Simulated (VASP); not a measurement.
# Relaxed cell of CdSe (Cadmoselite): a test of cutoff and mesh

Aim: test the relaxed volume of CdSe (Cadmoselite) against cutoff and mesh. The starting structure is a measured crystal structure from the Crystallography Open Database. The first relaxation on each setting starts from this cell expanded by 3 % in volume.

Program: VASP 6.6.1. Level of theory: Kohn-Sham DFT with plane waves and PAW; PBEsol. Results are calculated unless marked as measured.

## Step 1: Set-up

The structure is hexagonal, space group P6_3mc (No. 186). Conventional cell: a = 4.299 Å, b = 4.299 Å, c = 7.010 Å, α = 90.00°, β = 90.00°, γ = 120.00°. Nearest to Cd lie 4 Se at 2.63 to 2.64 Å. Nearest to Se lie 4 Cd at 2.63 to 2.64 Å. Farther neighbours and most contacts between anions are not listed.

As a file:

```
Cd Se
1.0
     4.29900    0.00000    0.00000
    -2.14950    3.72304    0.00000
     0.00000    0.00000    7.01000
Cd Se
2 2
Direct
  0.66667 0.33333 0.50000
  0.33333 0.66667 0.00000
  0.66667 0.33333 0.87679
  0.33333 0.66667 0.37679
```

## Step 2: Reference relaxation

This run starts from the cell of an earlier relaxation, which isn't shown; the restart sets up the plane waves anew.

Input file INCAR:

```
SYSTEM = CdSe
PREC = Accurate
ENCUT = 450
EDIFF = 1E-06
NELM = 100
ISMEAR = 0
SIGMA = 0.03
LREAL = .FALSE.
ALGO = Normal
GGA = PS
NBANDS = 24
LORBIT = 11
LWAVE = .FALSE.
LCHARG = .FALSE.
KPAR = 8
IBRION = 2
NSW = 50
ISIF = 3
EDIFFG = -0.006
```

Input file POSCAR:

```
CdSe
1.0
    4.3101518474      0.0000000000      0.0000000000
   -2.1550759237      3.7327009940      0.0000000000
    0.0000000000      0.0000000000      7.0304562246
Cd Se
2 2
Direct
    0.6666666667      0.3333333333      0.5004406066
    0.3333333333      0.6666666667      0.0004406066
    0.6666666667      0.3333333333      0.8763493934
    0.3333333333      0.6666666667      0.3763493934
```

Input file KPOINTS:

```
Automatic mesh
0
Gamma
6 6 4
0 0 0
```

Potentials, in the order of the species: Cd and Se (PBE family, release 64).

Started as:

```
$ mpirun -np 8 vasp_std
```

The program printed:

```text
[banner, memory and clock lines left out]
running    8 mpi-ranks, on    1 nodes
 distrk:  each k-point on    1 cores,    8 groups
 distr:  one band on    1 cores,    1 groups

 POSCAR found type information on POSCAR CdSe
 POSCAR found :  2 types and       4 ions
|                                                                             |
|           W    W    AA    RRRRR   N    N  II  N    N   GGGG   !!!           |
|           W    W   A  A   R    R  NN   N  II  NN   N  G    G  !!!           |
|           W    W  A    A  R    R  N N  N  II  N N  N  G       !!!           |
|           W WW W  AAAAAA  RRRRR   N  N N  II  N  N N  G  GGG   !            |
|           WW  WW  A    A  R   R   N   NN  II  N   NN  G    G                |
|           W    W  A    A  R    R  N    N  II  N    N   GGGG   !!!           |
|                                                                             |
|     For optimal performance we recommend to set                             |
|       NCORE = 2 up to number-of-cores-per-socket                            |
|     NCORE specifies how many cores store one orbital (NPAR=cpu/NCORE).      |
|     This setting can greatly improve the performance of VASP for DFT.       |
|     The default, NCORE=1 might be grossly inefficient on modern             |
|     multi-core architectures or massively parallel machines. Do your        |
|     Unfortunately you need to use the default for GW and RPA                |
|     calculations (for HF NCORE is supported but not extensively tested      |
|     yet).                                                                   |
|                                                                             |

|                                                                             |
|               ----> ADVICE to this user running VASP <----                  |
|                                                                             |
|     You enforced a specific xc type in the INCAR file but a different       |
|     [... a line on the potential file left out ...]
|     I HOPE YOU KNOW WHAT YOU ARE DOING!                                     |
|                                                                             |

 LDA part: xc-table for (Slater+PW92), standard interpolation
 POSCAR, INCAR and KPOINTS ok, starting setup
 FFT: planning ... GRIDC
 FFT: planning ... GRID_SOFT
 FFT: planning ... GRID
 WAVECAR not read
 entering main loop
       N       E                     dE             d eps       ncg     rms          rms(c)
DAV:   1     0.219494703371E+03    0.21949E+03   -0.15967E+04  1008   0.120E+03
DAV:   2    -0.255630251126E+01   -0.22205E+03   -0.21717E+03  1176   0.310E+02
DAV:   3    -0.130390021285E+02   -0.10483E+02   -0.10456E+02  1184   0.695E+01
DAV:   4    -0.131087689803E+02   -0.69767E-01   -0.69756E-01  1168   0.555E+00
DAV:   5    -0.131092898803E+02   -0.52090E-03   -0.52087E-03  1232   0.431E-01    0.834E+00
DAV:   6    -0.123857344626E+02    0.72356E+00   -0.15323E+00  1296   0.130E+01    0.666E+00
DAV:   7    -0.123494511291E+02    0.36283E-01   -0.51747E-01  1144   0.389E+00    0.282E+00
DAV:   8    -0.123456451900E+02    0.38059E-02   -0.57828E-02  1088   0.260E+00    0.351E-01
DAV:   9    -0.123449962006E+02    0.64899E-03   -0.83660E-03  1240   0.113E+00    0.107E-01
DAV:  10    -0.123450358525E+02   -0.39652E-04   -0.79452E-04  1096   0.309E-01    0.632E-02
DAV:  11    -0.123451020446E+02   -0.66192E-04   -0.19415E-04  1128   0.100E-01    0.254E-02
DAV:  12    -0.123450843503E+02    0.17694E-04   -0.81376E-05  1240   0.977E-02    0.823E-03
DAV:  13    -0.123450874874E+02   -0.31371E-05   -0.15128E-05  1120   0.186E-02    0.914E-03
DAV:  14    -0.123450862575E+02    0.12299E-05   -0.35157E-06  1016   0.145E-02    0.377E-03
DAV:  15    -0.123450863386E+02   -0.81061E-07   -0.35979E-07   608   0.360E-03
   1 F= -.12345086E+02 E0= -.12345086E+02  d E =-.123451E+02
 curvature:   0.00 expect dE= 0.000E+00 dE for cont linesearch  0.000E+00
 trial: gam= 0.00000 g(F)=  0.327E-05 g(S)=  0.336E-04 ort = 0.000E+00 (trialstep = 0.100E+01)
 search vector abs. value=  0.369E-04
 bond charge predicted
       N       E                     dE             d eps       ncg     rms          rms(c)
DAV:   1    -0.123454882247E+02   -0.40197E-03   -0.94522E-03  1088   0.946E-01    0.146E-01
DAV:   2    -0.123451348216E+02    0.35340E-03   -0.10218E-03  1096   0.378E-01    0.489E-02
DAV:   3    -0.123451007328E+02    0.34089E-04   -0.92215E-05  1104   0.766E-02    0.423E-02
DAV:   4    -0.123450972554E+02    0.34774E-05   -0.97011E-06  1064   0.195E-02    0.631E-03
DAV:   5    -0.123450972122E+02    0.43243E-07   -0.25533E-06   920   0.185E-02
   2 F= -.12345097E+02 E0= -.12345097E+02  d E =-.108736E-04
 trial-energy change:   -0.000011  1 .order   -0.000009   -0.000037    0.000019
 step:   0.6564(harm=  0.6564)  dis= 0.00013  next Energy=   -12.345098 (dE=-0.121E-04)
 reached required accuracy - stopping structural energy minimisation
```

It took 14 s on 8 MPI ranks of Intel Xeon 6975P-C (Granite Rapids), shared host; peak memory 1.9 GiB; 85 s of CPU time.

The logs omit lines about the potential files and the build; timing stands in the text.

OUTCAR, selected parts (step 2):

```text
ion  position               nearest neighbor table
   1  0.667  0.333  0.500-   4 2.64   4 2.64   4 2.64   3 2.64
   2  0.333  0.667  0.000-   3 2.64   3 2.64   3 2.64   4 2.64
   3  0.667  0.333  0.876-   2 2.64   2 2.64   2 2.64   1 2.64
   4  0.333  0.667  0.376-   1 2.64   1 2.64   1 2.64   2 2.64

  LATTYP: Found a hexagonal cell.
 ALAT       =     4.3101518474
 C/A-ratio  =     1.6311388725

 Subroutine GETGRP returns: Found 12 space group operations
 (whereof  6 operations were pure point group operations)

The static configuration has the point symmetry C_3v.
 The point group associated with its full space group is C_6v.

 Found     21 irreducible k-points:

   k-points           NKPTS =     21   k-points in BZ     NKDIM =     21   number of bands    NBANDS=     24

   dimension x,y,z NGX =    30 NGY =   30 NGZ =   50
   dimension x,y,z NGXF=    60 NGYF=   60 NGZF=  100

   ENCUT  =  450.0 eV  33.07 Ry    5.75 a.u.   7.46  7.46 12.16*2*pi/ulx,y,z

   NELECT =      36.0000    total number of electrons

 k-points in reciprocal lattice and weights: Automatic mesh
   0.00000000  0.00000000  0.00000000       0.007
   0.16666667  0.00000000  0.00000000       0.042
   0.33333333 -0.00000000  0.00000000       0.042
   0.50000000 -0.00000000  0.00000000       0.021
   0.16666667  0.16666667  0.00000000       0.042
   0.33333333  0.16666667  0.00000000       0.083
   0.33333333  0.33333333  0.00000000       0.014
   0.00000000  0.00000000  0.25000000       0.014
   0.16666667  0.00000000  0.25000000       0.083
[...]
0.33333333  0.16666667  0.50000000       0.083
   0.33333333  0.33333333  0.50000000       0.014

 average (electrostatic) potential at core
       1 -39.9137       2 -39.9137       3 -56.4462       4 -56.4462

 E-fermi :   0.9506

 k-point     1 :       0.0000    0.0000    0.0000
  band No.  band energies     occupation
    ...
     14       0.0143      2.00000
     15       0.0143      2.00000
     16       0.7366      2.00000
     17       0.7852      2.00000
     18       0.7852      2.00000
     19       1.3164      0.00000
     20       2.8729      0.00000
     21       6.5591      0.00000
     22       6.5591      0.00000
     23       6.8477      0.00000
    ...

 k-point     2 :       0.1667    0.0000    0.0000
  band No.  band energies     occupation
    ...
     14      -1.0455      2.00000
     15      -0.6564      2.00000
     16      -0.3086      2.00000
     17       0.5271      2.00000
     18       0.5903      2.00000
     19       2.6780      0.00000
     20       3.8432      0.00000
     21       5.9246      0.00000
     22       6.9266      0.00000
     23       6.9283      0.00000
    ...

 k-point     3 :       0.3333   -0.0000    0.0000
  band No.  band energies     occupation
    ...
     14      -2.3069      2.00000
     15      -1.8891      2.00000
     16      -0.8488      2.00000
     17      -0.0790      2.00000
     18       0.2060      2.00000
     19       3.6750      0.00000
     20       4.1274      0.00000
     21       5.7424      0.00000
     22       6.5184      0.00000
     23       7.2016      0.00000
    ...

  Total        0.0165018      0.0165018      0.0218967      0.0000000      0.0000000     -0.0000000
  in kB        0.2339970      0.2339970      0.3104963      0.0000000      0.0000000     -0.0000000
  external PRESSURE =       0.2594968 kB  Pullay stress =       0.0000000 kB

  energy-cutoff  :      450.00
  volume of cell :      112.99
      direct lattice vectors                 reciprocal lattice vectors
     4.308858758  0.000000000  0.000000000     0.232080014  0.133991458  0.000000000
    -2.154429379  3.731581146 -0.000000000     0.000000000  0.267982917  0.000000000
     0.000000000  0.000000000  7.027118522     0.000000000  0.000000000  0.142305839

 POSITION                                       TOTAL-FORCE (eV/Angst)
 -----------------------------------------------------------------------------------
      2.15443      1.24386      3.51685         0.000000      0.000000      0.001250
     -0.00000      2.48772      0.00329        -0.000000     -0.000000      0.001250
      2.15443      1.24386      6.15801        -0.000000      0.000000     -0.001250
     -0.00000      2.48772      2.64445         0.000000      0.000000     -0.001250
 -----------------------------------------------------------------------------------
    total drift:                               -0.000000      0.000000     -0.000190

  FREE ENERGIE OF THE ION-ELECTRON SYSTEM (eV)
  ---------------------------------------------------
  free  energy   TOTEN  =       -12.3450972122 eV

  energy  without entropy=      -12.3450972122  energy(sigma->0) =      -12.34509721

 reached required accuracy - stopping structural energy minimisation

 total charge
# of ion       s       p       d       tot
------------------------------------------
    1        0.446   0.315   9.551  10.312
    2        0.446   0.315   9.551  10.312
    3        1.445   2.378   0.022   3.845
    4        1.445   2.378   0.022   3.845
--------------------------------------------------
tot          3.783   5.386  19.146  28.314

[... 3 further parts left out ...]
```

CONTCAR:

```
CdSe
   1.00000000000000
     4.3088587583721401    0.0000000000000000    0.0000000000000000
    -2.1544293791860700    3.7315811460525334   -0.0000000000000000
     0.0000000000000000    0.0000000000000000    7.0271185224903325
  Cd              Se
     2     2
Direct
     0.6666666667000030    0.3333333332999970    0.5004688437392565
     0.3333333332999970    0.6666666667000030    0.0004688437392565
     0.6666666667000030    0.3333333332999970    0.8763211562607433
     0.3333333332999970    0.6666666667000030    0.3763211562607433
```

The PAW data sets were made with PBE, which is usual practice but a small mismatch for other functionals. The run keeps the 12 symmetry operations of its start, so it cannot find a distortion of lower symmetry.

The reference relaxation ends at 28.247 Å³ an atom.

## Step 3: Relaxation with a cutoff of 270 eV

Against step 2 the input has ENCUT = 270. This run starts from the cell of an earlier relaxation, which isn't shown; the restart sets up the plane waves anew.

INCAR, as its differences from that of step 2:

```diff
@@ -2,3 +2,3 @@
 PREC = Accurate
-ENCUT = 450
+ENCUT = 270
 EDIFF = 1E-06
```

Input file POSCAR:

```
CdSe
1.0
    4.2927109247      0.0000000000      0.0000000000
   -2.1463554623      3.7175967119      0.0000000000
    0.0000000000      0.0000000000      7.0006728242
Cd Se
2 2
Direct
    0.6666666667      0.3333333333      0.5004305295
    0.3333333333      0.6666666667      0.0004305295
    0.6666666667      0.3333333333      0.8763594705
    0.3333333333      0.6666666667      0.3763594705
```

KPOINTS is that of step 2.

Started as:

```
$ mpirun -np 8 vasp_std
```

The program printed:

```text
[banner, memory and clock lines left out]
running    8 mpi-ranks, on    1 nodes
[...]
[... a notice as in an earlier step ...]

 [... a notice as in an earlier step ...]

 LDA part: xc-table for (Slater+PW92), standard interpolation
 POSCAR, INCAR and KPOINTS ok, starting setup
[...]
entering main loop
       N       E                     dE             d eps       ncg     rms          rms(c)
DAV:   1     0.151287467482E+03    0.15129E+03   -0.12346E+04  1064   0.805E+02
DAV:   2    -0.707851787270E+01   -0.15837E+03   -0.15499E+03  1184   0.240E+02
DAV:   3    -0.130610013330E+02   -0.59825E+01   -0.59694E+01  1208   0.475E+01
DAV:   4    -0.130964369072E+02   -0.35436E-01   -0.35429E-01  1152   0.356E+00
[...]
DAV:  12    -0.123287119954E+02    0.15287E-04   -0.56215E-05  1176   0.748E-02    0.664E-03
DAV:  13    -0.123287141041E+02   -0.21087E-05   -0.11630E-05  1136   0.160E-02    0.812E-03
DAV:  14    -0.123287136127E+02    0.49146E-06   -0.15310E-06   872   0.835E-03
[...]
DAV:   6    -0.123291502907E+02   -0.67457E-05   -0.59619E-05  1112   0.589E-02    0.105E-02
DAV:   7    -0.123291495605E+02    0.73022E-06   -0.12470E-06   880   0.660E-03
   2 F= -.12329150E+02 E0= -.12329150E+02  d E =-.435948E-03
 trial-energy change:   -0.000436  1 .order   -0.000482   -0.005440    0.004476
 step:   0.5417(harm=  0.5486)  dis= 0.00012  next Energy=   -12.330180 (dE=-0.147E-02)
[...]
N       E                     dE             d eps       ncg     rms          rms(c)
DAV:   1    -0.123438257068E+02   -0.14675E-01   -0.29019E-01  1064   0.518E+00    0.800E-01
DAV:   2    -0.123317411632E+02    0.12085E-01   -0.30055E-02  1072   0.194E+00    0.298E-01
DAV:   3    -0.123304127714E+02    0.13284E-02   -0.34231E-03  1080   0.471E-01    0.258E-01
DAV:   4    -0.123302071157E+02    0.20566E-03   -0.31039E-04  1056   0.102E-01    0.365E-02
DAV:   5    -0.123301831031E+02    0.24013E-04   -0.11863E-04  1192   0.120E-01    0.173E-02
DAV:   6    -0.123301826607E+02    0.44234E-06   -0.12478E-05  1096   0.284E-02    0.424E-03
DAV:   7    -0.123301828035E+02   -0.14281E-06   -0.52347E-07   552   0.472E-03
   3 F= -.12330183E+02 E0= -.12330183E+02  d E =-.146919E-02
[...]
reached required accuracy - stopping structural energy minimisation
```

Run time: 4.8 s. Hardware: 8 MPI ranks; peak memory 1.4 GiB; 32 s of CPU time.

OUTCAR, selected parts (step 3):

```text
  Total       -0.0059012     -0.0059012     -0.0016810     -0.0000000      0.0000000      0.0000000
  in kB       -0.0852748     -0.0852748     -0.0242904     -0.0000000      0.0000000      0.0000000
  external PRESSURE =      -0.0649467 kB  Pullay stress =       0.0000000 kB

 POSITION                                       TOTAL-FORCE (eV/Angst)
 -----------------------------------------------------------------------------------
      2.14097      1.23609      3.49445         0.000000     -0.000000      0.003779
     -0.00000      2.47218      0.00313         0.000000      0.000000      0.003779
      2.14097      1.23609      6.11919        -0.000000      0.000000     -0.003779
     -0.00000      2.47218      2.62786        -0.000000     -0.000000     -0.003779
 -----------------------------------------------------------------------------------
    total drift:                                0.000000      0.000000     -0.001333

  FREE ENERGIE OF THE ION-ELECTRON SYSTEM (eV)
  ---------------------------------------------------
  free  energy   TOTEN  =       -12.3301828035 eV

  energy  without entropy=      -12.3301828035  energy(sigma->0) =      -12.33018280

[... 2 parts as in an earlier step ...]

[... 2 further parts left out ...]
[key lines of the parts left out:]
E-fermi :   1.1035
```

With a cutoff of 270 eV the cell ends at 27.719 Å³ an atom, -1.87 % from the reference.

## Step 4: Relaxation with a 3×3×2 mesh

Against step 2 the input has a 3×3×2 mesh (also changed: KPAR and NCORE).

INCAR, as its differences from that of step 3:

```diff
@@ -2,3 +2,3 @@
 PREC = Accurate
-ENCUT = 270
+ENCUT = 450
 EDIFF = 1E-06
@@ -14,3 +14,4 @@
 LCHARG = .FALSE.
-KPAR = 8
+KPAR = 2
+NCORE = 4
 IBRION = 2
```

Input file POSCAR:

```
CdSe
1.0
    4.3415671248      0.0000000000      0.0000000000
   -2.1707835624      3.7599074223      0.0000000000
    0.0000000000      0.0000000000      7.0794104547
Cd Se
2 2
Direct
    0.6666666667      0.3333333333      0.5000000000
    0.3333333333      0.6666666667      0.0000000000
    0.6666666667      0.3333333333      0.8767900000
    0.3333333333      0.6666666667      0.3767900000
```

Input file KPOINTS:

```
Automatic mesh
0
Gamma
3 3 2
0 0 0
```

Started as:

```
$ mpirun -np 8 vasp_std
```

The program printed:

```text
[banner, memory and clock lines left out]
running    8 mpi-ranks, on    1 nodes
[...]
[... a notice as in an earlier step ...]

 LDA part: xc-table for (Slater+PW92), standard interpolation
 POSCAR, INCAR and KPOINTS ok, starting setup
[...]
entering main loop
       N       E                     dE             d eps       ncg     rms          rms(c)
DAV:   1     0.222133465769E+03    0.22213E+03   -0.16076E+04   288   0.121E+03
DAV:   2    -0.230257711737E+01   -0.22444E+03   -0.21653E+03   344   0.310E+02
DAV:   3    -0.128800257757E+02   -0.10577E+02   -0.10552E+02   328   0.697E+01
DAV:   4    -0.129502435638E+02   -0.70218E-01   -0.70204E-01   336   0.550E+00
[...]
DAV:  12    -0.121220708681E+02    0.25342E-04   -0.89598E-05   336   0.102E-01    0.923E-03
DAV:  13    -0.121220745386E+02   -0.36705E-05   -0.21191E-05   320   0.207E-02    0.935E-03
DAV:  14    -0.121220735391E+02    0.99945E-06   -0.23974E-06   320   0.977E-03
   1 F= -.12122074E+02 E0= -.12122074E+02  d E =-.121221E+02
[... from here on, the cycles between the ionic steps are left out ...]
   2 F= -.12129039E+02 E0= -.12129039E+02  d E =-.696522E-02
   3 F= -.12129294E+02 E0= -.12129294E+02  d E =-.722041E-02
   4 F= -.12129569E+02 E0= -.12129569E+02  d E =-.275162E-03
   5 F= -.12129574E+02 E0= -.12129574E+02  d E =-.280426E-03
   6 F= -.12129573E+02 E0= -.12129573E+02  d E =-.279223E-03
   7 F= -.12129576E+02 E0= -.12129576E+02  d E =-.281650E-03
   8 F= -.12129680E+02 E0= -.12129680E+02  d E =-.104896E-03
   9 F= -.12129807E+02 E0= -.12129807E+02  d E =-.230993E-03
  10 F= -.12129835E+02 E0= -.12129835E+02  d E =-.280417E-04
  11 F= -.12129845E+02 E0= -.12129845E+02  d E =-.388869E-04
[...]
reached required accuracy - stopping structural energy minimisation
```

The job ended after 8 s (8 MPI ranks; peak memory 1.3 GiB; 59 s of CPU time).

Parts of OUTCAR (step 4):

```text
  Total        0.0022363      0.0022363     -0.0113248      0.0000000      0.0000000      0.0000000
  in kB        0.0314564      0.0314564     -0.1592991      0.0000000      0.0000000      0.0000000
  external PRESSURE =      -0.0321288 kB  Pullay stress =       0.0000000 kB

 POSITION                                       TOTAL-FORCE (eV/Angst)
 -----------------------------------------------------------------------------------
      2.17108      1.25347      3.48577        -0.000000      0.000000      0.000562
     -0.00000      2.50695      6.97362         0.000000     -0.000000      0.000562
      2.17108      1.25347      6.11830        -0.000000      0.000000     -0.000562
     -0.00000      2.50695      2.63045         0.000000     -0.000000     -0.000562
 -----------------------------------------------------------------------------------
    total drift:                               -0.000000      0.000000      0.000208

  FREE ENERGIE OF THE ION-ELECTRON SYSTEM (eV)
  ---------------------------------------------------
  free  energy   TOTEN  =       -12.1298454807 eV

  energy  without entropy=      -12.1298454807  energy(sigma->0) =      -12.12984548

[... 1 part as in an earlier step ...]

[... 3 further parts left out ...]
[key lines of the parts left out:]
E-fermi :   0.8975
```

Logs of long relaxations may skip ionic steps without a mark.

With a 3×3×2 mesh the cell ends at 28.475 Å³ an atom, +0.81 % from the reference, a by +0.8 % and c by -0.7 %.

[end of part 1 of 2]

[Lines on the potential files, build, host, timing and source positions are cut from VASP's logs without a mark.]

[Logs are printed without paths, hosts, clocks, repeated set-up lines and the standing remarks that a program may print on its own settings, such as how far it seeks lower states.]

[Hosts, paths, dates, database ids (printed as entryN), source tags and the programs' standing remarks are cut or masked in the printed files.]
